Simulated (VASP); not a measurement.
# PbS (Galena) (Fm-3m) in VASP: a series of runs, part 2 of 2

VASP 6.6.1. Earlier steps stand in the parts before.

### 3 Born charges and dielectric tensor, PBEsol

INCAR reads:

```
  PREC = Accurate
  ENCUT = 520
  EDIFF = 1E-8
  ISMEAR = -1
  SIGMA = 0.05
  LREAL = F
  LASPH = T
  NELM = 60
  ALGO = Normal
  ISIF = 2
  LWAVE = F
  LCHARG = F
  GGA = PS
  LEPSILON = T
  IBRION = 8
```

KPOINTS reads:

```
regular mesh
0
Gamma
  8 8 8
```

POSCAR reads:

```
PbS
1.0
    0.0000000000      2.9657500000      2.9657500000
    2.9657500000      0.0000000000      2.9657500000
    2.9657500000      2.9657500000      0.0000000000
Pb S
1 1
Direct
    0.0000000000      0.0000000000      0.0000000000
    0.5000000000      0.5000000000      0.5000000000
```

Potentials or basis: VASP PAW PBE potentials, release 64 (Pb_d, S).

The run is started by

```
> cat potpaw_PBE.64/Pb_d/POTCAR potpaw_PBE.64/S/POTCAR > POTCAR
> mpirun -np 1 vasp_std > vasp.out
```

OUTCAR:

```text
PREC = Accurate
   ENCUT = 520
   EDIFF = 1E-8
   ISMEAR = -1
   LREAL = F
   LASPH = T
   NELM = 60
   ISIF = 2
   GGA = PS
   LEPSILON = T
   IBRION = 8

 ion  position               nearest neighbor table
   1  0.000  0.000  0.000-   2 2.97   2 2.97   2 2.97   2 2.97   2 2.97   2 2.97
   2  0.500  0.500  0.500-   1 2.97   1 2.97   1 2.97   1 2.97   1 2.97   1 2.97

  LATTYP: Found a face centered cubic cell.
 ALAT       =     5.9315000000

  Lattice vectors:
[... 735 lines left out ...]
      2.965750  2.965750  2.965750    -0.658620   -0.658620   -0.000000
[... 21 lines left out ...]
   6 f/i=    0.003598 THz     0.022608 2PiTHz    0.120024 cm-1     0.014881 meV
             X         Y         Z           dx          dy          dz
      0.000000  0.000000  0.000000     0.929998    0.043342   -0.028065
      2.965750  2.965750  2.965750     0.363361    0.016934   -0.010965

--------------------------------------------------------------------------------------------------------

 MACROSCOPIC STATIC DIELECTRIC TENSOR IONIC CONTRIBUTION
 ------------------------------------------------------
         157.734187     0.000000     0.000000
           0.000000   157.734187     0.000000
           0.000000     0.000000   157.734187
 ------------------------------------------------------

 ELASTIC MODULI CONTR FROM IONIC RELAXATION (kBar)
 Direction    XX          YY          ZZ          XY          YZ          ZX
 --------------------------------------------------------------------------------
 XX           0.0000      0.0000      0.0000      0.0000      0.0000      0.0000
 YY           0.0000      0.0000      0.0000      0.0000      0.0000      0.0000
 ZZ           0.0000      0.0000      0.0000      0.0000      0.0000      0.0000
 XY           0.0000      0.0000      0.0000      0.0000      0.0000      0.0000
 YZ           0.0000      0.0000      0.0000      0.0000      0.0000      0.0000
 ZX           0.0000      0.0000      0.0000      0.0000      0.0000      0.0000
 --------------------------------------------------------------------------------

 PIEZOELECTRIC TENSOR IONIC CONTR  for field in x, y, z        (C/m^2)
          XX          YY          ZZ          XY          YZ          ZX
  --------------------------------------------------------------------------------
  x     0.00000     0.00000     0.00000     0.00000     0.00000     0.00000
  y     0.00000     0.00000     0.00000     0.00000     0.00000     0.00000
  z     0.00000     0.00000     0.00000     0.00000     0.00000     0.00000
```

stdout:

```text
POSCAR found type information on POSCAR PbS
 POSCAR found :  2 types and       2 ions
 scaLAPACK will be used
 -----------------------------------------------------------------------------
|                                                                             |
|                                                                             |
[... 39 lines left out ...]
 first order change of Fermi-energy   0.42300E-04
 force on displaced ion       1 direction 1 :  -0.269   0.000   0.000
 Born effective charge ion    1 direction 1 :   3.521   0.000   0.000
 Linear response progress:
 first order change of Fermi-energy   0.62858E-03
 force on displaced ion       2 direction 1 :  -0.273   0.000   0.000
 Born effective charge ion    2 direction 1 :  -3.493   0.000   0.000
 Born effective charges drift removed
 Linear response finished
```

Run time: 3.8 min. Hardware: 1 thread of Intel Xeon Platinum 8488C (Sapphire Rapids), shared host; peak memory 0.28 GiB.

What came out:

```yaml
Band_gap_on_the_k_mesh: 0.26 eV, direct
Electronic_dielectric_tensor_diagonal: 33.67
Born_charges_mean_of_the_diagonal: Pb +3.51; S -3.51 e
Highest_phonon_frequency_at_Γ_LO-TO_splitting_left_out: 52 cm⁻¹
```

Levels at points of the mesh, in eV from the valence-band top:
```
           k point  band 8  band 9  band 10  band 11  band 12  band 13
(0.00, 0.00, 0.00)   -2.17   -2.17    -2.17     5.16     5.16     5.16
(0.50, 0.00, 0.00)   -1.77   -1.77     0.00     0.26     1.90     1.90
(0.50, 0.50, 0.00)   -5.25   -3.46    -3.46     3.72     5.53     5.64
```

Phonon frequencies in cm⁻¹ (negative: imaginary):
```
              q point     frequencies
(0.000, 0.000, 0.000)  0 0 0 52 52 52
```

Electronic dielectric tensor:
```
33.67  0.00  0.00
 0.00 33.67  0.00
 0.00  0.00 33.67
```

Born effective charge tensors (e):
atom 1, Pb
```
3.51 0.00 0.00
0.00 3.51 0.00
0.00 0.00 3.51
```
atom 2, S
```
-3.51  0.00  0.00
 0.00 -3.51  0.00
 0.00  0.00 -3.51
```

Caveat: the gap is small at this level, which inflates the dielectric constant; spin-orbit coupling is left out, which as a rule narrows the gap of such compounds by several tenths of an eV.

### 4 How close it comes

Step 3. Against the measured high-frequency dielectric constant of PbS, 17.2 (300 K; a printed reference work, monograph), the calculated 33.67 is off by +95.8 %. So large a miss can be the level of theory's own, or it may mean another phase, state or a wrong row.
